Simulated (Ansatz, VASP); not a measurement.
One calculation of ZnCu, two programs

```
CELL_PARAMETERS angstrom
1.48804 -2.12128 0.00000
1.48804 2.12128 0.00000
0.00000 0.00000 4.14075
ATOMIC_POSITIONS crystal
Zn 0.50000 0.50000 0.50000
Cu 0.98227 0.89893 0.00000
```

Change from the starting cell: all Cu atoms moved -0.250 Å, as atom 2 along Cartesian [1 1 0].

Alike in both runs: task single point; functional PBE; k mesh 20 × 20 × 12; occupations gaussian, width 0.15 eV; no spin polarisation.

|  | VASP | Ansatz |
| --- | --- | --- |
| version | VASP 6.6.1 | Ansatz 0.2.0 |
| potentials or method | VASP PAW PBE potentials, release 64 (Zn, Cu) | scalar-relativistic, plane waves, PAW |
| plane-wave cutoff (eV) | 520 | 420 |
| valence electrons in the cell | 23 | 31 |

|  | VASP | Ansatz | Ansatz less VASP |
| --- | --- | --- | --- |
| gap on the k mesh at the Fermi level (eV) | none | none | - |
| pressure (GPa) | 1.6 | 1.1 | -0.54 |
| largest component of the traceless stress (GPa) | 1.26 | 1.20 | -0.054 |
| rms of the force components (eV/Å) | 0.291 | 0.288 | -0.0029 |

Atom by atom the forces differ by 0.003 eV/Å (rms over components). A gap of «none» marks a metal or a gap that the smearing closes. The two sets of potentials don't hold the same shells in valence.
